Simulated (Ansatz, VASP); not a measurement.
## One calculation of Ag, two programs

```
CELL_PARAMETERS angstrom
2.93000 0.00000 0.00000
-1.46500 2.53745 0.00000
0.00000 0.00000 4.79000
ATOMIC_POSITIONS crystal
Ag 0.33333 0.66667 0.25000
Ag 0.66667 0.33333 0.75000
```

This isn't the form of Ag at room conditions, which is fcc.

Alike in both runs: task single point; functional PBEsol; k mesh 9 × 9 × 4; occupations gaussian, width 0.1 eV; no spin polarisation.

|  | VASP | Ansatz |
| --- | --- | --- |
| version | VASP 6.6.1 | Ansatz 0.2.0 |
| potentials or method | VASP PAW PBE potentials, release 64 (Ag) | scalar-relativistic, plane waves, PAW |
| plane-wave cutoff (eV) | 520 | 420 |
| valence electrons in the cell | 22 | 38 |

VASP gave:

```
gap on the k mesh at the Fermi level (eV)       : none
pressure (GPa)                                  : -6.5
largest component of the traceless stress (GPa) : 1.23
```

Problem. Estimate Ansatz's values.

Solution. gap on the k mesh at the Fermi level (eV): none; pressure (GPa): -6.4; largest component of the traceless stress (GPa): 1.24.

A gap of «none» marks a metal or a gap that the smearing closes. The two sets of potentials don't hold the same shells in valence.

Caveats: the PAW data sets were made with another functional, which shifts forces and pressure a little (VASP).
